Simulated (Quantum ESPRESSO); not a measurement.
# AlNi (Pm-3m) in Quantum ESPRESSO: notebook, part 2 of 4

Quantum ESPRESSO 7.5.

## (3) Phonons, revPBE, collinear spin, ferromagnetic start

File pw.in:

```
&CONTROL
  calculation = 'scf'
  prefix = 'pwscf'
  outdir = './tmp'
  pseudo_dir = './pseudo'
  tprnfor = .true.
  tstress = .true.
  disk_io = 'low'
/
&SYSTEM
  ibrav = 0
  nat = 2
  ntyp = 2
  ecutwfc = 45
  ecutrho = 360
  nbnd = 20
  input_dft = 'revpbe'
  occupations = 'smearing'
  smearing = 'mv'
  degauss = 0.01469973
  nspin = 2
  starting_magnetization(1) = 0.0556
  starting_magnetization(2) = 0
/
&ELECTRONS
  conv_thr = 4d-10
  electron_maxstep = 120
  mixing_beta = 0.3
/
ATOMIC_SPECIES
Ni    58.6934 ni_pbe_v1.4.uspp.F.UPF
Al    26.9815 al_pbe_v1.uspp.F.UPF
CELL_PARAMETERS angstrom
   2.8810000000    0.0000000000    0.0000000000
   0.0000000000    2.8810000000    0.0000000000
   0.0000000000    0.0000000000    2.8810000000
ATOMIC_POSITIONS crystal
Ni     0.5000000000    0.5000000000    0.5000000000
Al     0.0000000000    0.0000000000    0.0000000000
K_POINTS automatic
6 6 6 0 0 0
```

File relax.in:

```
&CONTROL
  calculation = 'vc-relax'
  prefix = 'pwscf'
  outdir = './tmp'
  pseudo_dir = './pseudo'
  tprnfor = .true.
  tstress = .true.
  disk_io = 'low'
  nstep = 40
  forc_conv_thr = 0.0001
  etot_conv_thr = 1d-06
/
&SYSTEM
  ibrav = 0
  nat = 2
  ntyp = 2
  ecutwfc = 45
  ecutrho = 360
  nbnd = 20
  input_dft = 'revpbe'
  occupations = 'smearing'
  smearing = 'mv'
  degauss = 0.01469973
  nspin = 2
  starting_magnetization(1) = 0.0556
  starting_magnetization(2) = 0
/
&ELECTRONS
  conv_thr = 4d-10
  electron_maxstep = 120
  mixing_beta = 0.3
/
&IONS
  ion_dynamics = 'bfgs'
/
&CELL
  cell_dynamics = 'bfgs'
  press = 0
  press_conv_thr = 0.2
/
ATOMIC_SPECIES
Ni    58.6934 ni_pbe_v1.4.uspp.F.UPF
Al    26.9815 al_pbe_v1.uspp.F.UPF
CELL_PARAMETERS angstrom
   2.8810000000    0.0000000000    0.0000000000
   0.0000000000    2.8810000000    0.0000000000
   0.0000000000    0.0000000000    2.8810000000
ATOMIC_POSITIONS crystal
Ni     0.5000000000    0.5000000000    0.5000000000
Al     0.0000000000    0.0000000000    0.0000000000
K_POINTS automatic
6 6 6 0 0 0
```

File scf2.in:

```
&CONTROL
  calculation = 'scf'
  prefix = 'pwscf'
  outdir = './tmp'
  pseudo_dir = './pseudo'
  tprnfor = .true.
  tstress = .true.
  disk_io = 'low'
/
&SYSTEM
  ibrav = 0
  nat = 2
  ntyp = 2
  ecutwfc = 45
  ecutrho = 360
  nbnd = 20
  input_dft = 'revpbe'
  occupations = 'smearing'
  smearing = 'mv'
  degauss = 0.01469973
  nspin = 2
  starting_magnetization(1) = 0.0556
  starting_magnetization(2) = 0
/
&ELECTRONS
  conv_thr = 1d-13
  electron_maxstep = 120
  mixing_beta = 0.3
  startingpot = 'file'
  startingwfc = 'file'
/
ATOMIC_SPECIES
Ni    58.6934 ni_pbe_v1.4.uspp.F.UPF
Al    26.9815 al_pbe_v1.uspp.F.UPF
CELL_PARAMETERS angstrom
   2.9090747963    0.0000000000    0.0000000000
   0.0000000000    2.9090747963    0.0000000000
   0.0000000000    0.0000000000    2.9090747963
ATOMIC_POSITIONS crystal
Ni     0.5000000000    0.5000000000    0.5000000000
Al     0.0000000000    0.0000000000    0.0000000000
K_POINTS automatic
6 6 6 0 0 0
```

File ph.in:

```
phonons of AlNi
&INPUTPH
  prefix = 'pwscf'
  outdir = './tmp'
  tr2_ph = 1d-18
  fildyn = 'dyn'
  niter_ph = 90
  alpha_mix(1) = 0.4
/
0.0000000000 0.0000000000 0.0000000000
```

File dynmat.in:

```
&INPUT
  fildyn = 'dyn'
  asr = 'crystal'
  filout = 'dynmat.disp'
  fileig = 'dynmat.eig'
/
```

Potentials or basis: GBRV 1.5 PBE.

Run with:

```
OMP_NUM_THREADS=1 pw.x -in pw.in > pw.out
OMP_NUM_THREADS=1 pw.x -in relax.in > relax.out
OMP_NUM_THREADS=1 pw.x -in scf2.in > scf2.out
OMP_NUM_THREADS=1 ph.x -in ph.in > ph.out
OMP_NUM_THREADS=1 dynmat.x -in dynmat.in > dynmat.out
```

pw.out:

```text
This program is part of the open-source Quantum ESPRESSO suite
     for quantum simulation of materials; please cite
         "P. Giannozzi et al., J. Phys.:Condens. Matter 21 395502 (2009);
         "P. Giannozzi et al., J. Phys.:Condens. Matter 29 465901 (2017);
         "P. Giannozzi et al., J. Chem. Phys. 152 154105 (2020);
     in publications or presentations arising from this work. More details at

     IMPORTANT: XC functional enforced from input :
     Exchange-correlation= REVPBE
                           (   1   4   4   4   0   0   0)
     Any further DFT definition will be discarded
     Please, verify this is what you really want

     Message from routine setup:
     using ibrav=0 with symmetry is DISCOURAGED, use correct ibrav instead

     G-vector sticks info
     --------------------
     sticks:   dense  smooth     PW     G-vecs:    dense   smooth      PW
     Sum         853     421    137                18805     6619    1237

     Using Slab Decomposition

     bravais-lattice index     =            0
     lattice parameter (alat)  =       5.4443  a.u.
     unit-cell volume          =     161.3713 (a.u.)^3
     number of atoms/cell      =            2
     number of atomic types    =            2
     number of electrons       =        21.00
     number of Kohn-Sham states=           20
     kinetic-energy cutoff     =      45.0000  Ry
     charge density cutoff     =     360.0000  Ry
     scf convergence threshold =      4.0E-10
     mixing beta               =       0.3000
     number of iterations used =            8  plain     mixing
     Exchange-correlation= REVPBE
                           (   1   4   4   4   0   0   0)

     celldm(1)=   5.444301  celldm(2)=   0.000000  celldm(3)=   0.000000
     celldm(4)=   0.000000  celldm(5)=   0.000000  celldm(6)=   0.000000

     crystal axes: (cart. coord. in units of alat)
               a(1) = (   1.000000   0.000000   0.000000 )
               a(2) = (   0.000000   1.000000   0.000000 )
               a(3) = (   0.000000   0.000000   1.000000 )

     reciprocal axes: (cart. coord. in units 2 pi/alat)
               b(1) = (  1.000000  0.000000  0.000000 )
               b(2) = (  0.000000  1.000000  0.000000 )
               b(3) = (  0.000000  0.000000  1.000000 )

     PseudoPot. # 1 for Ni read from file:
     ni_pbe_v1.4.uspp.F.UPF
     Pseudo is Ultrasoft + core correction, Zval = 18.0
     Generated by new atomic code, or converted to UPF format
     Using radial grid of  865 points,  6 beta functions with:
                l(1) =   0
                l(2) =   0
                l(3) =   1
                l(4) =   1
                l(5) =   2
                l(6) =   2
     Q(r) pseudized with 10 coefficients,  rinner =    0.980   0.980   0.980
                                                       0.980   0.980

     PseudoPot. # 2 for Al read from file:
     al_pbe_v1.uspp.F.UPF
     Pseudo is Ultrasoft + core correction, Zval =  3.0
     Generated by new atomic code, or converted to UPF format
     Using radial grid of  893 points,  3 beta functions with:
                l(1) =   0
                l(2) =   1
                l(3) =   2
     Q(r) pseudized with  8 coefficients,  rinner =    0.900   0.900   0.900
                                                       0.900   0.900

     atomic species   valence    mass     pseudopotential
     Ni               18.00    58.69340     Ni( 1.00)
     Al                3.00    26.98150     Al( 1.00)

     Starting magnetic structure
     atomic species   magnetization
     Ni              0.056
     Al              0.000

     48 Sym. Ops., with inversion, found

   Cartesian axes

     site n.     atom                  positions (alat units)
         1        Ni     tau(   1) = (   0.5000000   0.5000000   0.5000000  )
         2        Al     tau(   2) = (   0.0000000   0.0000000   0.0000000  )

     number of k points=    20  Marzari-Vanderbilt smearing, width (Ry)=  0.0147
                       cart. coord. in units 2pi/alat
        k(    1) = (   0.0000000   0.0000000   0.0000000), wk =   0.0046296
        k(    2) = (   0.0000000   0.0000000   0.1666667), wk =   0.0277778
        k(    3) = (   0.0000000   0.0000000   0.3333333), wk =   0.0277778
        k(    4) = (   0.0000000   0.0000000  -0.5000000), wk =   0.0138889
        k(    5) = (   0.0000000   0.1666667   0.1666667), wk =   0.0555556
        k(    6) = (   0.0000000   0.1666667   0.3333333), wk =   0.1111111
[... 12 lines left out ...]
        k(   19) = (   0.3333333  -0.5000000  -0.5000000), wk =   0.0277778
        k(   20) = (  -0.5000000  -0.5000000  -0.5000000), wk =   0.0046296

     Dense  grid:    18805 G-vectors     FFT dimensions: (  36,  36,  36)

     Smooth grid:     6619 G-vectors     FFT dimensions: (  24,  24,  24)

     Check: negative core charge=   -0.000003
     Generating pointlists ...
     new r_m :   0.3572 (alat units)  1.9449 (a.u.) for type    1
     new r_m :   0.3572 (alat units)  1.9449 (a.u.) for type    2

     Initial potential from superposition of free atoms

     starting charge      18.9975, renormalised to      21.0000
     Starting wfcs are   17 randomized atomic wfcs +    3 random wfcs

     Self-consistent Calculation

     iteration #  1     ecut=    45.00 Ry     beta= 0.30
     Davidson diagonalization with overlap
     ethr =  1.00E-02,  avg # of iterations =  6.6

     total energy              =    -334.59069231 Ry
     estimated scf accuracy    <      54.68786973 Ry

     total magnetization       =     0.07 Bohr mag/cell
     absolute magnetization    =     0.08 Bohr mag/cell

     iteration #  2     ecut=    45.00 Ry     beta= 0.30
     Davidson diagonalization with overlap
     ethr =  1.00E-02,  avg # of iterations =  3.0

     total energy              =    -349.70949879 Ry
     estimated scf accuracy    <      12.65922224 Ry

     total magnetization       =     0.04 Bohr mag/cell
     absolute magnetization    =     0.05 Bohr mag/cell
[... 171 lines left out ...]
     iteration # 20     ecut=    45.00 Ry     beta= 0.30
     Davidson diagonalization with overlap
     ethr =  7.08E-11,  avg # of iterations =  2.0

     total energy              =    -350.14223460 Ry
     estimated scf accuracy    <       0.00000001 Ry

     total magnetization       =     0.00 Bohr mag/cell
     absolute magnetization    =     0.00 Bohr mag/cell

     iteration # 21     ecut=    45.00 Ry     beta= 0.30
     Davidson diagonalization with overlap
     ethr =  5.15E-11,  avg # of iterations =  1.4

     Magnetic moment per site  (integrated on atomic sphere of radius R)
     atom   1 (R=0.357)  charge= 16.8131  magn=  0.0000
     atom   2 (R=0.357)  charge=  1.2413  magn=  0.0000

     End of self-consistent calculation

 ------ SPIN UP ------------

          k = 0.0000 0.0000 0.0000 (   799 PWs)   bands (ev):

   -89.5031 -49.9025 -49.9025 -49.9025   2.6920  10.6594  10.6594  12.3510
    12.3510  12.3510  19.3531  19.3531  19.3531  21.9970  21.9970  27.4111
    34.7176  34.7176  34.7176  37.1144

          k = 0.0000 0.0000 0.1667 (   815 PWs)   bands (ev):

   -89.5027 -49.9081 -49.9020 -49.9020   3.2025  10.5670  10.7713  12.1497
    12.1497  12.3723  16.2700  20.0093  20.0093  22.0260  24.4534  29.3063
    31.2962  31.2962  33.3508  34.9960

          k = 0.0000 0.0000 0.3333 (   824 PWs)   bands (ev):

   -89.5020 -49.9195 -49.9011 -49.9011   4.6916   9.4858  11.0064  11.7967
    11.7967  12.4154  13.7301  21.7412  21.7412  22.0983  26.3238  27.4960
    27.4960  30.3720  31.4015  34.4876
[... 85 lines left out ...]
          k = 0.3333 0.3333-0.5000 (   818 PWs)   bands (ev):

   -89.4996 -49.9219 -49.9159 -49.9158   8.9538   9.8218  10.2027  12.1061
    12.1209  13.5635  13.5844  17.6665  18.4625  18.6432  19.8446  22.9692
    25.8157  36.1226  38.0323  40.0688

          k = 0.3333-0.5000-0.5000 (   832 PWs)   bands (ev):

   -89.4992 -49.9214 -49.9214 -49.9153   9.4177   9.9307   9.9307  12.1720
    12.9013  14.4308  14.4308  15.6578  16.8212  20.1147  20.4859  20.4859
    23.5388  37.9005  40.7371  41.0105

          k =-0.5000-0.5000-0.5000 (   840 PWs)   bands (ev):

   -89.4989 -49.9208 -49.9208 -49.9208   9.7635   9.7635   9.7635  12.9088
    12.9088  15.9058  15.9058  15.9058  17.5285  18.3027  18.3027  18.3027
    21.5897  41.1745  41.1745  45.1454

 ------ SPIN DOWN ----------

          k = 0.0000 0.0000 0.0000 (   799 PWs)   bands (ev):

   -89.5030 -49.9024 -49.9024 -49.9024   2.6920  10.6594  10.6594  12.3510
    12.3510  12.3510  19.3531  19.3531  19.3531  21.9970  21.9970  27.4111
    34.7177  34.7177  34.7177  37.1144

          k = 0.0000 0.0000 0.1667 (   815 PWs)   bands (ev):

   -89.5027 -49.9081 -49.9020 -49.9020   3.2025  10.5670  10.7713  12.1497
    12.1497  12.3723  16.2700  20.0093  20.0093  22.0260  24.4534  29.3063
    31.2962  31.2962  33.3508  34.9960

          k = 0.0000 0.0000 0.3333 (   824 PWs)   bands (ev):

   -89.5020 -49.9195 -49.9010 -49.9010   4.6916   9.4859  11.0064  11.7967
    11.7967  12.4154  13.7302  21.7412  21.7412  22.0983  26.3238  27.4961
    27.4961  30.3720  31.4016  34.4876
[... 85 lines left out ...]
          k = 0.3333 0.3333-0.5000 (   818 PWs)   bands (ev):

   -89.4995 -49.9219 -49.9159 -49.9157   8.9538   9.8218  10.2027  12.1061
    12.1209  13.5635  13.5844  17.6665  18.4625  18.6432  19.8446  22.9693
    25.8157  36.1227  38.0324  40.0688

          k = 0.3333-0.5000-0.5000 (   832 PWs)   bands (ev):

   -89.4992 -49.9213 -49.9213 -49.9153   9.4178   9.9308   9.9308  12.1720
    12.9014  14.4308  14.4308  15.6578  16.8213  20.1148  20.4859  20.4859
    23.5388  37.9005  40.7372  41.0105

          k =-0.5000-0.5000-0.5000 (   840 PWs)   bands (ev):

   -89.4988 -49.9208 -49.9208 -49.9208   9.7635   9.7635   9.7635  12.9088
    12.9088  15.9058  15.9058  15.9058  17.5286  18.3027  18.3027  18.3027
    21.5897  41.1745  41.1745  45.1454

     the Fermi energy is    13.9570 ev

!    total energy              =    -350.14223460 Ry
     estimated scf accuracy    <          3.7E-11 Ry
     smearing contrib. (-TS)   =      -0.00010795 Ry
     internal energy E=F+TS    =    -350.14212665 Ry

     The total energy is F=E-TS. E is the sum of the following terms:
     one-electron contribution =    -263.29700886 Ry
     hartree contribution      =     142.70841751 Ry
     xc contribution           =     -40.10237306 Ry
     ewald contribution        =    -189.45116224 Ry

     total magnetization       =     0.00 Bohr mag/cell
     absolute magnetization    =     0.00 Bohr mag/cell

     convergence has been achieved in  21 iterations

     Forces acting on atoms (cartesian axes, Ry/au):

     atom    1 type  1   force =     0.00000000    0.00000000    0.00000000
     atom    2 type  2   force =     0.00000000    0.00000000    0.00000000

     Total force =     0.000000     Total SCF correction =     0.000000

     Computing stress (Cartesian axis) and pressure

          total   stress  (Ry/bohr**3)                   (kbar)     P=       48.69
   0.00033097   0.00000000   0.00000000           48.69        0.00        0.00
   0.00000000   0.00033097   0.00000000            0.00       48.69        0.00
   0.00000000   0.00000000   0.00033097            0.00        0.00       48.69

=------------------------------------------------------------------------------=
   JOB DONE.
=------------------------------------------------------------------------------=
```

Run time: 2.4 min. Hardware: 1 thread of Intel Xeon 6975P-C (Granite Rapids), shared host; peak memory 0.13 GiB.

What came out:

- Free energy: -4763.9392 eV
- Relaxed volume: 12.31 Å³/atom
- Relaxed cell: a = 2.909 Å, b = 2.909 Å, c = 2.909 Å, α = 90.00°, β = 90.00°, γ = 90.00°
- Space group after relaxing (to 0.05 Å): Pm-3m (No. 221)
- Pressure after relaxing: 0.1 GPa
- Band gap on the k mesh: none (metal or under the smearing width)
- Net moment: 0.00 μB per cell
- Absolute moment: 0.00 μB per cell
- Valence electrons inside the program's atomic spheres: Ni 16.81; Al 1.24
- Highest phonon frequency at Γ: 285 cm⁻¹

The path:
```tsv
step	energy change (eV)	largest force (eV/Å)	pressure (GPa)	volume (Å³)
1	0.0000	0.0000	4.87	23.91
2	-0.0103	0.0000	0.69	24.51
3	-0.0105	0.0000	0.03	24.61
4	-0.0105	0.0000	0.00	24.62
5	-0.0105	0.0000	0.00	24.62
```

Final structure:
```
Ni Al
1.0
     2.90907    0.00000    0.00000
     0.00000    2.90907    0.00000
     0.00000    0.00000    2.90907
Ni Al
1 1
Direct
  0.50000 0.50000 0.50000
  0.00000 0.00000 0.00000
```

Phonon frequencies in cm⁻¹ (negative: imaginary):
| q point | frequencies |
| --- | --- |
| (0.000, 0.000, 0.000) | 5 5 5 285 285 285 |

Optical modes at Γ, degenerate ones joined:
```tsv
cm⁻¹	components	symmetry	active in
285	3	T1u	IR
```

Caveat: the k mesh is coarse (spacing up to 0.36 Å⁻¹), so the values aren't converged; the mesh is thin for the phonons of a metal; the potentials were made for another functional, which shifts forces and pressure.

[end of part 2 of 4]
